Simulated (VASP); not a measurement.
Crystal: HfS2.

```
CELL_PARAMETERS angstrom
3.63966 0.00000 0.00000
-1.81983 3.15204 0.00000
0.00000 0.00000 6.05556
ATOMIC_POSITIONS crystal
Hf 0.00000 0.00000 0.00000
S 0.66667 0.33333 0.76395
S 0.33333 0.66667 0.23605
```

The cell is a database's computed one.

| Property | Result |
| --- | --- |
| Program | VASP 6.6.1 |
| Task | relaxation of cell and atoms |
| Functional | PBE |
| Potentials or basis | VASP PAW PBE potentials, release 64 (Hf, S) |
| Cutoff | 300 eV |
| k mesh | 5 × 5 × 3 |
| Occupations | gaussian, width 0.03 eV |
| Spin | no spin polarisation |

At the start: pressure 0.9 GPa; volume 23.16 Å³/atom.

Where does the relaxation end?

Over 11 steps the energy falls by 2.3 meV/atom and the volume is 24.16 Å³/atom (+4.3 %); space group P-3m1 (No. 164, to 0.05 Å).

Step by step:
| step | energy change (eV) | largest force (eV/Å) | pressure (GPa) | volume (Å³) |
| --- | --- | --- | --- | --- |
| 1 | 0.0000 | 0.1115 | 0.91 | 69.47 |
| 2 | 0.0009 | 0.2099 | -1.19 | 70.80 |
| 3 | -0.0023 | 0.0364 | -0.08 | 70.08 |
| 4 | -0.0031 | 0.0487 | 0.01 | 70.10 |
| 5 | -0.0035 | 0.0656 | 0.11 | 70.14 |
| 6 | -0.0036 | 0.0693 | 0.13 | 70.14 |
| 7 | -0.0043 | 0.0650 | 0.09 | 70.38 |
| 8 | -0.0058 | 0.0533 | -0.02 | 71.10 |
| 9 | -0.0069 | 0.0268 | -0.19 | 72.55 |
| 10 | -0.0028 | 0.2042 | 1.31 | 72.08 |
| 11 | -0.0070 | 0.0018 | -0.01 | 72.49 |

Final structure:
```yaml
crystal:
  lattice:
    - [3.64083, 0.00000, 0.00000]
    - [-1.82041, 3.15305, 0.00000]
    - [0.00000, 0.00000, 6.31447]
  atoms:
    - { symbol: Hf, position: [0.00000, 0.00000, 0.00000] }
    - { symbol: S, position: [0.66667, 0.33333, 0.77189] }
    - { symbol: S, position: [0.33333, 0.66667, 0.22811] }
```

Caveat: the cutoff is under 1.25 times the usual one of these potentials, so pressure, stress and relaxed cells hold a basis-set (Pulay) error; this functional lacks dispersion, which binds the layers, so the pressure and a relaxed spacing across them are unreliable.
